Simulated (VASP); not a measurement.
# SeH2 in VASP: a series of runs

The runs below take SeH2 through relaxation of the atoms, single point, with PBE+D3(BJ), PBE, RPBE.

Everything below comes from runs of VASP 6.6.1. Logs are shortened: lines on timing, memory, paths and dates and some standing lists are left out, and cuts for length are marked.

## (1) Starting point

The cell holds a molecule in a box, 3 atoms: a = 12.461 Å, b = 12.961 Å, c = 13.461 Å, α = 90.00°, β = 90.00°, γ = 90.00°.

## (2) Relaxation of the atoms, PBE+D3(BJ)

INCAR

```
  ALGO = Fast
  EDIFF = 1E-6
  EDIFFG = -0.03
  ENCUT = 400
  GGA = PE
  IBRION = 2
  ISIF = 2
  ISMEAR = 0
  ISYM = 0
  IVDW = 12
  LASPH = True
  LCHARG = False
  LREAL = False
  LWAVE = False
  NELM = 100
  NSW = 120
  PREC = Accurate
  SIGMA = 0.01
```

KPOINTS

```
k-points
0
Gamma
  1 1 1
```

POSCAR

```
H2Se
1.0
   12.4610690859      0.0000000000      0.0000000000
    0.0000000000     12.9610690859      0.0000000000
    0.0000000000      0.0000000000     13.4610690859
Se H
1 2
Selective dynamics
Direct
    0.5259833378      0.5086471597      0.4566967938  F F F
    0.5113385784      0.4258106909      0.5264047515  T T T
    0.4626780838      0.5771152687      0.5168984547  T T T
```

Potentials or basis: VASP PAW PBE potentials, release 64 (Se, H).

On the command line:

```bash
$ cat potpaw_PBE.64/Se/POTCAR potpaw_PBE.64/H/POTCAR > POTCAR
$ mpirun -np 4 vasp_gam > vasp.out
```

OUTCAR:

```text
EDIFF = 1E-6
   EDIFFG = -0.03
   ENCUT = 400
   GGA = PE
   IBRION = 2
   ISIF = 2
   ISMEAR = 0
   ISYM = 0
   IVDW = 12
   LASPH = True
   LREAL = False
   NELM = 100
   NSW = 120
   PREC = Accurate
 IVDW          = 12

 ion  position               nearest neighbor table
   1  0.526  0.509  0.457-   2 1.44   3 1.44
   2  0.511  0.426  0.526-   1 1.44
   3  0.463  0.577  0.517-   1 1.44

IMPORTANT INFORMATION: All symmetrisations will be switched off!
NOSYMM: (Re-)initialisation of all symmetry stuff for point group C_1.

----------------------------------------------------------------------------------------

                                     Primitive cell

  volume of cell :    2174.0808

  direct lattice vectors                    reciprocal lattice vectors
    12.461069086  0.000000000  0.000000000     0.080249936  0.000000000  0.000000000
     0.000000000 12.961069086  0.000000000     0.000000000  0.077154129  0.000000000
     0.000000000  0.000000000 13.461069086     0.000000000  0.000000000  0.074288305

  length of vectors
    12.461069086 12.961069086 13.461069086     0.080249936  0.077154129  0.074288305

  position of ions in fractional coordinates (direct lattice)
     0.525983338  0.508647160  0.456696794
     0.511338578  0.425810691  0.526404752
     0.462678084  0.577115269  0.516898455

  ion indices of the primitive-cell ions
   primitive index   ion index
                 1           1
                 2           2
                 3           3

----------------------------------------------------------------------------------------

 KPOINTS: k-points

Automatic generation of k-mesh.
 Grid dimensions read from file:
 generate k-points for:    1    1    1

 Generating k-lattice:

  Cartesian coordinates                     Fractional coordinates (reciprocal lattice)
     0.080249936  0.000000000  0.000000000     1.000000000  0.000000000  0.000000000
     0.000000000  0.077154129  0.000000000     0.000000000  1.000000000  0.000000000
     0.000000000  0.000000000  0.074288305     0.000000000  0.000000000  1.000000000

  Length of vectors
     0.080249936  0.077154129  0.074288305

  Shift w.r.t. Gamma in fractional coordinates (k-lattice)
     0.000000000  0.000000000  0.000000000

 Subroutine IBZKPT returns following result:
 ===========================================

 Found      1 irreducible k-points:

 Following reciprocal coordinates:
            Coordinates               Weight
  0.000000  0.000000  0.000000      1.000000
   k-points           NKPTS =      1   k-points in BZ     NKDIM =      1   number of bands    NBANDS=      8
   number of dos      NEDOS =    301   number of ions     NIONS =      3
   total plane-waves  NPLWV = 680400
   dimension x,y,z NGX =    84 NGY =   90 NGZ =   90
   dimension x,y,z NGXF=   168 NGYF=  180 NGZF=  180
   ions per type =               1   2
   NGX,Y,Z   is equivalent  to a cutoff of  11.21, 11.54, 11.12 a.u.
   NGXF,Y,Z  is equivalent  to a cutoff of  22.41, 23.09, 22.23 a.u.
 SYSTEM =  unknown system
   PREC   = accura    normal or accurate (medium, high low for compatibility)
   ISTART =      0    job   : 0-new  1-cont  2-samecut
   ICHARG =      2    charge: 1-file 2-atom 10-const
   ISPIN  =      1    spin polarized calculation?
   LNONCOLLINEAR =      F non collinear calculations
   LSORBIT =      F    spin-orbit coupling
   LASPH  =      T    aspherical Exc in radial PAW
   ENCUT  =  400.0 eV  29.40 Ry    5.42 a.u.  20.32 21.14 21.95*2*pi/ulx,y,z
   NELM   =    100;   NELMIN=  2; NELMDL= -5     # of ELM steps
   EDIFF  = 0.1E-05   stopping-criterion for ELM
   LREAL  =      F    real-space projection
   EDIFFG = -.3E-01   stopping-criterion for IOM
   NSW    =    120    number of steps for IOM
   IBRION =      2    ionic relax: 0-MD 1-quasi-New 2-CG
   NFREE  =      1    steps in history (QN), initial steepest desc. (CG)
   ISIF   =      2    stress and relaxation
   ISYM   =      0    0-nonsym 1-usesym 2-fastsym
   POTIM  = 0.5000    time-step for ionic-motion
   TEBEG  =    0.0;   TEEND  =   0.0 temperature during run
   PSTRESS=    0.0 pullay stress
   NELECT =       8.0000    total number of electrons
   NUPDOWN=      -1.0000    fix difference up-down
   EMIN   =  10.00;   EMAX   =-10.00  energy-range for DOS
   EFERMI =   0.00;   METHOD = LEGACY
   ISMEAR =     0;   SIGMA  =   0.01  broadening in eV -4-tet -1-fermi 0-gaus
   EFERMI_NEDOS =   21; number of points for ismear=-14 and -15
   IALGO  =     68    algorithm
   IMIX   =      4    mixing-type and parameters
     AMIX     =   0.40;   BMIX     =  1.00
     AMIX_MAG =   1.60;   BMIX_MAG =  1.00
  volume/ion in A,a.u.               =     724.69      4890.47
  Fermi-wavevector in a.u.,A,eV,Ry     =   0.252743  0.477616  0.869129  0.063879
  Thomas-Fermi vector in A             =   1.071997
   LORBIT       =      0    0 simple, 1 ext, 2 COOP (PROOUT), +10 PAW based schemes
   GGA     = PE    functional components
   LHFCALC =     F    Hartree Fock is set to
   AEXX    =    0.0000 exact exchange contribution
   IVDW    =    12    specifies the selected vdW correction
   LEPSILON=     F    determine dielectric tensor
   LRPA    =     F    only Hartree local field effects (RPA)
 conjugate gradient relaxation of ions
 non-spin polarized calculation
 RMM-DIIS sequential band-by-band and
 Gauss-broadening in eV      SIGMA  =   0.01
  energy-cutoff  :      400.00
  volume of cell :     2174.08
 maximum number of plane-waves:     19751
 NGX is ok and might be reduce to    84
   NGX = 41   NGY = 43   NGZ = 43

--------------------------------------- Ionic step        1  -------------------------------------------

 number of electron       7.9999999 magnetization

 Free energy of the ion-electron system (eV)
  ---------------------------------------------------
  ext. energy  EPLUGINS =         0.00000000
  ---------------------------------------------------
  free energy    TOTEN  =       -10.07231132 eV

  energy without entropy =      -10.07231132  energy(sigma->0) =      -10.07231132

------------------------ aborting loop because EDIFF is reached ----------------------------------------

 Edisp (eV)   -0.02417

 E8    (eV) :    -0.0078

  FORCE on cell =-STRESS in cart. coord.  units (eV):
  Direction    XX          YY          ZZ          XY          YZ          ZX
  --------------------------------------------------------------------------------------
  -------------------------------------------------------------------------------------
  Total       0.33249     1.14572     0.96452    -0.32427    -0.19730    -0.57636
  in kB       0.24502     0.84433     0.71080    -0.23897    -0.14540    -0.42474
  external pressure =        0.60 kB  Pullay stress =        0.00 kB

 VOLUME and BASIS-vectors are now :
 -----------------------------------------------------------------------------
  energy-cutoff  :      400.00
  volume of cell :     2174.08
      direct lattice vectors                 reciprocal lattice vectors
    12.461069086  0.000000000  0.000000000     0.080249936  0.000000000  0.000000000
     0.000000000 12.961069086  0.000000000     0.000000000  0.077154129  0.000000000
     0.000000000  0.000000000 13.461069086     0.000000000  0.000000000  0.074288305
[... 124 lines left out ...]
 POSITION                                       TOTAL-FORCE (eV/Angst)
 -----------------------------------------------------------------------------------
      6.55431      6.59261      6.14763         0.028080      0.005477     -0.049519
      6.36402      5.48915      7.11667        -0.022705      0.026439      0.023007
      5.74107      7.50365      6.98519        -0.005375     -0.031915      0.026512
 -----------------------------------------------------------------------------------
    total drift:                               -0.000688     -0.000398      0.001292

  FREE ENERGIE OF THE ION-ELECTRON SYSTEM (eV)
  ---------------------------------------------------
  free  energy   TOTEN  =       -10.1373680715 eV

  energy  without entropy=      -10.1373680715  energy(sigma->0) =      -10.13736807

--------------------------------------- Ionic step        5  -------------------------------------------

 number of electron       8.0000000 magnetization

 Free energy of the ion-electron system (eV)
  ---------------------------------------------------
  ext. energy  EPLUGINS =         0.00000000
  ---------------------------------------------------
  free energy    TOTEN  =       -10.11363217 eV

  energy without entropy =      -10.11363217  energy(sigma->0) =      -10.11363217

 E-fermi :  -5.7461     XC(G=0):  -0.4369

 val. band max:       -5.8245918773   @ k =   0.0000   0.0000   0.0000
 cond. band min:      -1.0339408959   @ k =   0.0000   0.0000   0.0000
 fundamental gap:      4.7906509814
 Fermi energy:        -5.7461217257

 k-point     1 :       0.0000    0.0000    0.0000
  band No.  band energies     occupation
      1     -18.1229      2.00000
      2     -10.1576      2.00000
      3      -8.7729      2.00000
      4      -5.8246      2.00000
      5      -1.0339      0.00000
      6      -0.8840      0.00000
      7       0.2057      0.00000
      8       0.5661      0.00000

------------------------ aborting loop because EDIFF is reached ----------------------------------------

 Edisp (eV)   -0.02414

 E8    (eV) :    -0.0078

  FORCE on cell =-STRESS in cart. coord.  units (eV):
  Direction    XX          YY          ZZ          XY          YZ          ZX
  --------------------------------------------------------------------------------------
  -------------------------------------------------------------------------------------
  Total      -0.11071    -0.13043    -0.09672     0.00514    -0.00105    -0.01254
  in kB      -0.08158    -0.09612    -0.07128     0.00379    -0.00077    -0.00924
  external pressure =       -0.08 kB  Pullay stress =        0.00 kB
[... 10 lines left out ...]
 POSITION                                       TOTAL-FORCE (eV/Angst)
 -----------------------------------------------------------------------------------
      6.55431      6.59261      6.14763         0.008981      0.001252     -0.014817
      6.35998      5.49346      7.12098        -0.007196      0.009751      0.006665
      5.73993      7.49831      6.99006        -0.001785     -0.011004      0.008152
 -----------------------------------------------------------------------------------
    total drift:                               -0.001400     -0.000475      0.002492

  FREE ENERGIE OF THE ION-ELECTRON SYSTEM (eV)
  ---------------------------------------------------
  free  energy   TOTEN  =       -10.1377743640 eV

  energy  without entropy=      -10.1377743640  energy(sigma->0) =      -10.13777436

 reached required accuracy - stopping structural energy minimisation
```

Run time: 54 s. Hardware: 4 MPI ranks of Intel Xeon 6975P-C (Granite Rapids), shared host; peak memory 0.45 GiB.

What came out:

```yaml
Free_energy: -10.1378 eV
Energy_gained_by_relaxing: 13.8 meV/atom
Ionic_steps: 5
Gap_between_the_frontier_levels: 4.79 eV
Dispersion_energy_per_atom: -0.008 eV
```

The path:
```csv
step,energy change (eV),largest force (eV/Å),pressure (GPa)
1,0.0000,1.4159,0.06
2,-0.0404,0.0911,-0.01
3,-0.0407,0.0711,-0.01
4,-0.0409,0.0572,-0.01
5,-0.0413,0.0174,-0.01
```

Final structure:
```
Se H
1.0
    12.46107    0.00000    0.00000
     0.00000   12.96107    0.00000
     0.00000    0.00000   13.46107
Se H
1 2
Direct
  0.52598 0.50865 0.45670
  0.51039 0.42384 0.52901
  0.46063 0.57853 0.51928
```

## (3) Single point, PBE

INCAR

```
  PREC = Accurate
  ENCUT = 400
  EDIFF = 1E-6
  ISMEAR = 0
  SIGMA = 0.01
  LREAL = False
  LASPH = True
  NELM = 100
  ALGO = Fast
  ISIF = 2
  LWAVE = False
  LCHARG = False
  GGA = PE
  ISYM = 0
```

KPOINTS

```
regular mesh
0
Gamma
  1 1 1
```

POSCAR

```
H2Se                                    
1.0
   12.4610690859      0.0000000000      0.0000000000
    0.0000000000     12.9610690859      0.0000000000
    0.0000000000      0.0000000000     13.4610690859
  Se              H             
     1     2
Selective dynamics
Direct
     0.5259833377999996    0.5086471596999971    0.4566967937999991   F   F   F
     0.5103882296961224    0.4238433876021522    0.5290054432803138   T   T   T
     0.4606292650394763    0.5785255011195436    0.5192798605642690   T   T   T
```

Potentials or basis: VASP PAW PBE potentials, release 64 (Se, H).

On the command line:

```bash
$ cat potpaw_PBE.64/Se/POTCAR potpaw_PBE.64/H/POTCAR > POTCAR
$ mpirun -np 4 vasp_gam > vasp.out
```

Run time: 21 s. Hardware: 4 MPI ranks of Intel Xeon 6975P-C (Granite Rapids), shared host; peak memory 0.43 GiB.

Results (log left out):

* Free energy: -10.1136 eV
* Largest force: 0.019 eV/Å
* Gap between the frontier levels: 4.79 eV

Forces in eV/Å, atoms in the order of the input:
```
Se   0.010  0.001 -0.016
H   -0.008  0.009  0.008
H   -0.002 -0.011  0.009
```

Levels at points of the mesh, in eV from the valence-band top:
| k point | band 1 | band 2 | band 3 | band 4 | band 5 | band 6 | band 7 | band 8 |
| --- | --- | --- | --- | --- | --- | --- | --- | --- |
| (0.00, 0.00, 0.00) | -12.30 | -4.33 | -2.95 | 0.00 | 4.79 | 4.94 | 6.03 | 6.38 |

## (4) Single point, RPBE

INCAR: that of step 3 with these lines changed.

```diff
@@ -12,3 +12,3 @@
   LCHARG = False
-  GGA = PE
+  GGA = RP
   ISYM = 0
```

KPOINTS is that of step 3.

POSCAR is that of step 3.

On the command line:

```bash
$ cat potpaw_PBE.64/Se/POTCAR potpaw_PBE.64/H/POTCAR > POTCAR
$ mpirun -np 4 vasp_gam > vasp.out
```

It took 19 s on 4 MPI ranks of Intel Xeon 6975P-C (Granite Rapids), shared host; peak memory 0.43 GiB.

It converged, with:

```
Free energy                     : -10.1450 eV
Largest force                   : 0.065 eV/Å
Gap between the frontier levels : 4.72 eV
```

Forces on the atoms (eV/Å):
```
Se   0.032  0.006 -0.056
H   -0.009 -0.025  0.030
H   -0.024  0.020  0.027
```

Levels at points of the mesh, in eV from the valence-band top:
```
           k point  band 2  band 3  band 4  band 5  band 6  band 7
(0.00, 0.00, 0.00)   -4.35   -2.96    0.00    4.72    4.92    6.01
```

Caveat: the PAW data sets were made with another functional, which shifts forces and pressure a little.

## (5) Overview

```tsv
task	level	cell	atoms held fixed (from 0)	gap on the mesh (eV)	largest force (eV/Å)
relaxation of the atoms	PBE+D3(BJ)	atoms relaxed	[0]	4.79	-
single point	PBE	as given	-	4.79	0.02
single point	RPBE	as given	-	4.72	0.07
```

Alike in all rows: potentials or basis VASP PAW PBE potentials, release 64 (Se, H); no spin polarisation; k mesh 1 × 1 × 1; cutoff (eV) 400; smearing gaussian 0.01 eV.

Caveats: the PAW data sets were made with another functional, which shifts forces and pressure a little (some runs).

Total energies depend on the potentials used, so only differences within one code and one set of settings carry meaning.
